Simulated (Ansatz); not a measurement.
**MgTe — core-level photoemission**

Cell: an entry of the Crystallography Open Database (COD), its atoms then relaxed with PBE in this cell, repeated to a supercell; a hole's nearest image is 7.3 Å away.

```cif
data_MgTe
_symmetry_space_group_name_H-M 'P6_3mc'
_symmetry_Int_Tables_number 186
_cell_length_a 4.5200
_cell_length_b 4.5200
_cell_length_c 7.3300
_cell_angle_alpha 90.000
_cell_angle_beta 90.000
_cell_angle_gamma 120.000
loop_
_atom_site_label
_atom_site_type_symbol
_atom_site_symmetry_multiplicity
_atom_site_Wyckoff_symbol
_atom_site_fract_x
_atom_site_fract_y
_atom_site_fract_z
Mg1 Mg 2 b 0.3333 0.6667 0.9960
Te7 Te 2 b 0.3333 0.6667 0.6190
```

One atom of each set is listed; the run and its k-mesh use a cell of 12 atoms with edges of 7.83, 7.83, 7.33 Å.

The numbers come from a DFT calculation in Ansatz (PBE, plane waves and PAW, scalar-relativistic, 420 eV cutoff, Γ-centred 3×3×3 k-points, fixed occupations).

Each value is a total-energy difference between the cell with one core hole and the ground state (ΔSCF), counted from the top of the valence band. The valence electrons get no spin in the cell with the hole, so they can't polarise against the unpaired core electron; that puts absolute values high, by some tenths of an eV and in some cases by about 1 eV. The periodic images are corrected with the calculated ε∞ = 5.45, 5.45, 5.58.

(1) What binding energies does the calculation give for Mg 1s, Te 3d?

The program doubts some values: the potential far from the hole hasn't levelled off. Absolute PBE values can be off by an eV or more, and the 3d and 4f lines of heavy atoms by several eV. Multiplets, satellites and widths aren't calculated.

Results:

(1) 

| line | atom | first shell | E_B (eV) | j = l + ½ / j = l − ½ (eV) |
| --- | --- | --- | --- | --- |
| Mg 1s | 1 | 4 Te at 2.76 Å | 1301.2 | – |
| Te 3d | 7 | 4 Mg at 2.76 Å | 571.5 | 567.4 / 577.7 |

For p, d and f shells E_B is the weighted mean of the two lines, whose splitting comes from the free atom's Dirac orbitals.
